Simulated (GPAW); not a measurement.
# TiO (Pm-3m) in GPAW: single point with r2SCAN+U

Aim: the single point of TiO with r2SCAN+U.

All numbers are computed with GPAW 26.7.0; they aren't measurements. Logs are shortened: lines on timing, memory, paths and dates and some standing lists are left out, and cuts for length are marked. The log counts tension as positive stress, the text compression.

## (1) Starting point

Symmetry: Pm-3m, No. 221, cubic system. The conventional cell has a = 2.708 Å, b = 2.708 Å, c = 2.708 Å, α = 90.00°, β = 90.00°, γ = 90.00°. Ti (site symmetry m-3m) is surrounded by 8 O at 2.35 Å. O (site symmetry m-3m) is surrounded by 8 Ti at 2.35 Å.

The cell comes from a database or a generator and needn't be the stable form of this composition.

## (2) Single point, r2SCAN+U

run.py

```python
from ase.dft.bandgap import bandgap
from ase.io import read, write
from ase.units import GPa
from gpaw import GPAW, PW

atoms = read('TiO.xyz')

calc = GPAW(mode=PW(800),
            xc='MGGA_X_R2SCAN+MGGA_C_R2SCAN',
            kpts={'size': (7, 7, 7), 'gamma': True},
            occupations={'name': 'methfessel-paxton', 'order': 0, 'width': 0.05},
            setups={'Ti': ':d,4.0'},
            nbands=19,
            convergence={'density': 1e-05, 'energy': 1e-05},
            maxiter=150,
            txt='gpaw.txt')
atoms.calc = calc
energy = atoms.get_potential_energy()
forces = atoms.get_forces()
stress = atoms.get_stress()
calc.write('gs.gpw')
write('result.traj', atoms)
print(f'Energy: {energy:.6f} eV')
print('Forces (eV/A):')
print(forces.round(4))
print('Stress (GPa):', (stress / GPa).round(3))
print('Fermi level:', round(calc.get_fermi_level(), 4), 'eV')
print(f'Gap: {bandgap(calc)[0]:.4f} eV, direct: {bandgap(calc, direct=True)[0]:.4f} eV')
```

TiO.xyz

```xyz
2
Lattice="2.7083400800 0.0000000000 0.0000000000 0.0000000000 2.7083400800 0.0000000000 0.0000000000 0.0000000000 2.7083400800" Properties=species:S:1:pos:R:3 pbc="T T T"
Ti     0.0000000000      0.0000000000      0.0000000000
O      1.3541700400      1.3541700400      1.3541700400
```

Potentials or basis: GPAW PAW data sets (gpaw-data 1.2.1), pw.

Run with:

```
$ OMP_NUM_THREADS=1 python run.py
```

gpaw.txt:

```text
__  _  _
 | _ |_)|_||  |
 |__||  | ||/\| - 26.7.0

Input parameters:
  mode=PW(ecut=800.0),
  convergence={'density': 1e-05, 'energy': 1e-05},
  kpts=MonkhorstPack(size=(7, 7, 7), gamma=True),
  maxiter=150,
  nbands=19,
  occupations=Occupations(name='methfessel-paxton', order=0, width=0.05),
  setups={'Ti': ':d,4.0'},
  xc=XC(name='MGGA_X_R2SCAN+MGGA_C_R2SCAN')

Diagonalizing LCAO Hamiltonian
Converting LCAO to pw mode
   .------.
  /|      |
 * |      |
 | .-O----.
 |/      /
 Ti-----*

Atoms  # Å, Bohr magnetons
|   | symbol |        x |        y |        z |    initial magnetic moments |
|---|--------|----------|----------|----------|-----------------------------|
| 0 |     Ti | 0.000000 | 0.000000 | 0.000000 | ( 0.0000,  0.0000,  0.0000) |
| 1 |      O | 1.354170 | 1.354170 | 1.354170 | ( 0.0000,  0.0000,  0.0000) |

Unit cell  # Å
| periodic |        x |        y |        z |  lengths |    angles |
|----------|----------|----------|----------|----------|-----------|
|      yes | 2.708340 | 0.000000 | 0.000000 | 2.708340 | 90.000000 |
|      yes | 0.000000 | 2.708340 | 0.000000 | 2.708340 | 90.000000 |
|      yes | 0.000000 | 0.000000 | 2.708340 | 2.708340 | 90.000000 |

Number of symmetries: 48
Symmetry operations  # r_c * U_cc + t_c -> r_c
|    | kind |            matrix            |
|----|------|------------------------------|
|  0 |  E   |  1, 0, 0,  0, 1, 0,  0, 0, 1 |
|  1 |  σ   |  1, 0, 0,  0, 1, 0,  0, 0,-1 |
|  2 |  σ   |  1, 0, 0,  0, 0, 1,  0, 1, 0 |
|  3 |  C4  |  1, 0, 0,  0, 0, 1,  0,-1, 0 |
|  4 |  C4  |  1, 0, 0,  0, 0,-1,  0, 1, 0 |
|  5 |  σ   |  1, 0, 0,  0, 0,-1,  0,-1, 0 |
|  6 |  σ   |  1, 0, 0,  0,-1, 0,  0, 0, 1 |
|  7 |  C2  |  1, 0, 0,  0,-1, 0,  0, 0,-1 |
|  8 |  σ   |  0, 1, 0,  1, 0, 0,  0, 0, 1 |
|  9 |  C2  |  0, 1, 0,  1, 0, 0,  0, 0,-1 |
| 10 |  C3  |  0, 1, 0,  0, 0, 1,  1, 0, 0 |
| 11 |  S6  |  0, 1, 0,  0, 0, 1, -1, 0, 0 |
| 12 |  S6  |  0, 1, 0,  0, 0,-1,  1, 0, 0 |
| 13 |  C3  |  0, 1, 0,  0, 0,-1, -1, 0, 0 |
| 14 |  C4  |  0, 1, 0, -1, 0, 0,  0, 0, 1 |
| 15 |  S4  |  0, 1, 0, -1, 0, 0,  0, 0,-1 |
| 16 |  C3  |  0, 0, 1,  1, 0, 0,  0, 1, 0 |
| 17 |  S6  |  0, 0, 1,  1, 0, 0,  0,-1, 0 |
| 18 |  σ   |  0, 0, 1,  0, 1, 0,  1, 0, 0 |
| 19 |  C4  |  0, 0, 1,  0, 1, 0, -1, 0, 0 |
| 20 |  C2  |  0, 0, 1,  0,-1, 0,  1, 0, 0 |
| 21 |  S4  |  0, 0, 1,  0,-1, 0, -1, 0, 0 |
| 22 |  S6  |  0, 0, 1, -1, 0, 0,  0, 1, 0 |
| 23 |  C3  |  0, 0, 1, -1, 0, 0,  0,-1, 0 |
| 24 |  S6  |  0, 0,-1,  1, 0, 0,  0, 1, 0 |
| 25 |  C3  |  0, 0,-1,  1, 0, 0,  0,-1, 0 |
| 26 |  C4  |  0, 0,-1,  0, 1, 0,  1, 0, 0 |
| 27 |  σ   |  0, 0,-1,  0, 1, 0, -1, 0, 0 |
| 28 |  S4  |  0, 0,-1,  0,-1, 0,  1, 0, 0 |
| 29 |  C2  |  0, 0,-1,  0,-1, 0, -1, 0, 0 |
| 30 |  C3  |  0, 0,-1, -1, 0, 0,  0, 1, 0 |
| 31 |  S6  |  0, 0,-1, -1, 0, 0,  0,-1, 0 |
| 32 |  C4  |  0,-1, 0,  1, 0, 0,  0, 0, 1 |
| 33 |  S4  |  0,-1, 0,  1, 0, 0,  0, 0,-1 |
| 34 |  S6  |  0,-1, 0,  0, 0, 1,  1, 0, 0 |
| 35 |  C3  |  0,-1, 0,  0, 0, 1, -1, 0, 0 |
| 36 |  C3  |  0,-1, 0,  0, 0,-1,  1, 0, 0 |
| 37 |  S6  |  0,-1, 0,  0, 0,-1, -1, 0, 0 |
| 38 |  σ   |  0,-1, 0, -1, 0, 0,  0, 0, 1 |
| 39 |  C2  |  0,-1, 0, -1, 0, 0,  0, 0,-1 |
| 40 |  σ   | -1, 0, 0,  0, 1, 0,  0, 0, 1 |
| 41 |  C2  | -1, 0, 0,  0, 1, 0,  0, 0,-1 |
| 42 |  C2  | -1, 0, 0,  0, 0, 1,  0, 1, 0 |
| 43 |  S4  | -1, 0, 0,  0, 0, 1,  0,-1, 0 |
| 44 |  S4  | -1, 0, 0,  0, 0,-1,  0, 1, 0 |
| 45 |  C2  | -1, 0, 0,  0, 0,-1,  0,-1, 0 |
| 46 |  C2  | -1, 0, 0,  0,-1, 0,  0, 0, 1 |
[... 71 lines left out ...]
    |   4p |  0.000 |      -1.466 |    1.058 |
    |   3d |  2.000 |      -4.258 |    1.058 |
    |    d |        |      22.953 |    1.058 |

    Using partial waves for Ti as LCAO basis

  O:
    name:    Oxygen
    Z:       8.0
    valence: 6
    core:    2
    charge:  0.0  # [|e|]
    compensation charges:
      type: gauss
      rc: 0.21  # [Å]
      lmax: 2
    cutoffs:
      filter: 1.17  # [Å]
      core: 0.83  # [Å]
    projectors
    | kind |    occ | energy [eV] | rcut [Å] |
    |------|--------|-------------|----------|
    |   2s |  2.000 |     -23.961 |    0.688 |
    |   2p |  4.000 |      -9.029 |    0.598 |
    |    s |        |       3.251 |    0.688 |
    |    p |        |      18.182 |    0.598 |
    |    d |        |       0.000 |    0.619 |

    Using partial waves for O as LCAO basis

Reference energy: -25264.866583  # eV

eigensolver:
  PPCG
  Converge bands: occupied
  niter=2

density mixing:
  MSR1-Mixer
  Pratt-step length: 0.05
  Maximum mixing coefficient: 0.75
  Old densities: 10
  SVD Regularization: 0.005
  Good broyden scale: 1.0
  Trust region scale: 1.0
  Backstep threshold: 4.0
  History deletion threshold: 6.0
  Fourier metric: weight=20.0, sigma=0.015

occupation numbers:
  Methfessel-Paxton:
    width: 0.0500  # eV
    order: 0

poisson solver:
  ecut: 6400.0  # eV

xc functional:
  name: MGGA_X_R2SCAN+MGGA_C_R2SCAN with 2 nearest neighbor stencil

convergence criteria:
- Maximum integral of absolute [dens]ity change: 1e-05 electrons / valence electron
- Maximum [total energy] change in last 3 cyles: 1e-05 eV / valence electron
- Maximum integral of absolute [eigenst]ate change: 4e-08 eV^2 / valence electron
maximum number of iterations: 150

SCF iterations
|iter     | |      energy | eigst |  dens |
|---------|-|-------------|-------|-------|
|iter:   1| |  -25.937973 | +0.29 |       |
|iter:   2| |  -19.050040 | -1.55 | -1.07 |
|iter:   3| |  -19.322248 | -1.09 | -1.10 |
|iter:   4| |  -19.135282 | -1.87 | -1.38 |
|iter:   5| |  -19.262483 | -2.80 | -1.72 |
|iter:   6| |  -19.295880 | -3.28 | -2.08 |
|iter:   7| |  -19.296127 | -4.48 | -2.92 |
|iter:   8| |  -19.296153 | -5.44 | -3.53 |
|iter:   9| |  -19.296154c| -7.23 | -4.16 |
|iter:  10| |  -19.296154c| -7.64c| -4.93 |
|iter:  11| |  -19.296154c| -8.56c| -5.51c|

Converged in 11 steps
Energy contributions relative to reference atoms: (reference = -25264.866583)

Energy contributions:
  Kinetic:           9.464274
  Coulomb:          -8.574012
  Zero:             -0.040330
  External:          0.000000
  Xc:              -20.144315
  Entropy:          -0.003543
  Spinorbit:         0.000000
  ----------------------------
  Free energy:     -19.297926
  Extrapolated:    -19.296154

dipole moment: (-8.580323, -8.580323, -8.580323)  # |e|*Ang

Fermi level: 11.959
Eigenvalues  # (at kpt = [0.000, 0.000, 0.000])
| band index |      eig [eV] | occ [0-2] |
|------------|---------------|-----------|
|          0 |       -48.683 |     2.000 |
|        ... |               |           |
|          2 |       -23.539 |     2.000 |
|          3 |       -23.539 |     2.000 |
|          4 |       -10.506 |     2.000 |
|          5 |         7.406 |     2.000 |
|          6 |         7.406 |     2.000 |
|          7 |         7.406 |     2.000 |
[... 9 lines left out ...]
|         17 |        33.452 |     0.000 |
|         18 |        33.452 |     0.000 |

No gap
No difference between direct/indirect transitions

Forces  # eV/Ang
|        x |        y |        z |
|----------|----------|----------|
| -0.00000 | -0.00000 | -0.00000 |  # Ti   0
|  0.00000 |  0.00000 |  0.00000 |  # O    1

Stress tensor  # eV/Ang^3
|        x |        y |        z |
|----------|----------|----------|
| 0.072659 | 0.000000 | 0.000000 |
| 0.000000 | 0.072659 | 0.000000 |
| 0.000000 | 0.000000 | 0.072659 |

# Writing to gs.gpw (mode='')
```

Run time: 24 s. Hardware: 1 thread of Arm Neoverse V1, shared host; peak memory 0.22 GiB.

Results:

```
Free energy            : -19.2979 eV
Pressure               : -11.6 GPa
Band gap on the k mesh : none (metal or under the smearing width)
```

Levels at points of the mesh, in eV from the Fermi level:
| k point | band 7 | band 8 | band 9 | band 10 | band 11 | band 12 |
| --- | --- | --- | --- | --- | --- | --- |
| (0.00, 0.00, 0.00) | -4.55 | -4.55 | -3.11 | -3.11 | 1.79 | 4.34 |

Caveat: the PAW data sets were made with another functional, which shifts forces and pressure a little; U without spin polarisation on a metal has little footing.
